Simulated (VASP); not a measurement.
Set up this calculation in VASP 6.6.1, as the native input.

```
Task                               : band structure
Functional                         : PBEsol
Potentials or basis                : VASP PAW PBE potentials, release 64 (Si)
Cutoff                             : 520 eV
k mesh                             : 6 × 6 × 6
Occupations                        : gaussian, width 0.03 eV
Spin                               : no spin polarisation
Grid for exact exchange (PRECFOCK) : Fast
Further INCAR settings             : ALGO = Normal; EDIFF = 1e-07; NBANDS = 11
```

The structure of Si lies in POSCAR:

```
Si                                      
1.0
    0.0000000000      2.7178477094      2.7178477094
    2.7178477094      0.0000000000      2.7178477094
    2.7178477094      2.7178477094      0.0000000000
  Si            
     2
Direct
     0.7500000000000000    0.7500000000000000    0.7500000000000000
     0.5000000000000000    0.5000000000000000    0.5000000000000000
```

One way to write it, as run:

INCAR

```
SYSTEM = Si
PREC     = Accurate       ! precision mode
ENCUT    = 520            ! plane-wave cutoff, eV
EDIFF    = 1E-7           ! SCF threshold, eV
ISMEAR   = 0              ! smearing method
SIGMA    = 0.03           ! smearing width, eV
LREAL    = .False.        ! projectors in reciprocal space
LASPH    = .True.         ! aspherical terms in the spheres
NELM     = 80             ! most SCF steps
ALGO     = Normal         ! electronic algorithm
ISIF     = 2              ! what is computed and relaxed
LWAVE    = .False.        ! write WAVECAR
LCHARG   = .False.        ! write CHGCAR
GGA      = PS             ! functional
NBANDS   = 11             ! bands
KPAR     = 4
```

KPOINTS

```
Automatic mesh
0
Gamma
  6 6 6
  0 0 0
```

KPOINTS_OPT

```
explicit points
9
Reciprocal
 0.0000000000  0.0000000000  0.0000000000 1
 0.3750000000  0.3750000000  0.7500000000 1
 0.5000000000  0.5000000000  0.5000000000 1
 0.6250000000  0.2500000000  0.6250000000 1
 0.5000000000  0.2500000000  0.7500000000 1
 0.5000000000  0.0000000000  0.5000000000 1
 0.4000000000  0.0000000000  0.4000000000 1
 0.4250000000  0.0000000000  0.4250000000 1
 0.4500000000  0.0000000000  0.4500000000 1
```

Potentials or basis: VASP PAW PBE potentials, release 64 (Si).

Command:

```console
$ cat potpaw_PBE.64/Si/POTCAR > POTCAR
$ mpirun -np 4 vasp_std > vasp.out
```

Results of the run:

```
Pressure                : 0.1 GPa
Band gap on the k mesh  : 0.59 eV, indirect (least direct gap 2.51 eV)
Band gap along the path : 0.46 eV, indirect (least direct gap 2.51 eV)
```

Caveat: the PAW data sets were made with another functional, which shifts forces and pressure a little; the mesh misses the band edges, which the band path finds closer together.

Run time: 8.8 s on 4 MPI ranks on Intel(R) Xeon(R) Platinum 8375C CPU @ 2.90GHz (Ice Lake) (shared host), peak memory 0.15 GiB a rank.
